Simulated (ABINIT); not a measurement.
Runs of ABINIT 10.8.3 (patched build) on HgTe (Coloradoite). It takes space group F-43m (No. 216, cubic). The conventional cell has a = 6.429 Å, b = 6.429 Å, c = 6.429 Å, α = 90.00°, β = 90.00°, γ = 90.00°. Hg (site symmetry -43m) has 4 Te at 2.78 Å as nearest neighbours. Te (site symmetry -43m) has 4 Hg at 2.78 Å as nearest neighbours. 

| level | gap on the mesh (eV) | pressure (GPa) |
| --- | --- | --- |
| PW91 | none | 4.7 |
| BLYP | none | 8.1 |
| r2SCAN | none | 3.4 |
| AM05 | none | 2.5 |
| WC | none | 2.2 |
| PBEsol | none | 2.1 |
| SCAN | none | (a) |
| RPBE | none | 6.5 |
| LDA | none | 0.5 |
| revPBE | none | (b) |

Alike in all rows: task single point; potentials or basis JTH PAW PBE v2.0; no spin polarisation; cell as given; k mesh 7 × 7 × 7; cutoff (eV) 626; smearing fermi-dirac 0.05 eV.

Question: Estimate the missing entries.

Answer: (a) 1.4; (b) 6.0.

Caveats: the PAW data sets were made with another functional, which shifts forces and pressure a little.

A k mesh can miss the band edges, and the runs leave out spin-orbit coupling on Hg, Te.

A gap of «none» marks a metal or a gap under the smearing width.

Runs at the PBE level aren't shown here.
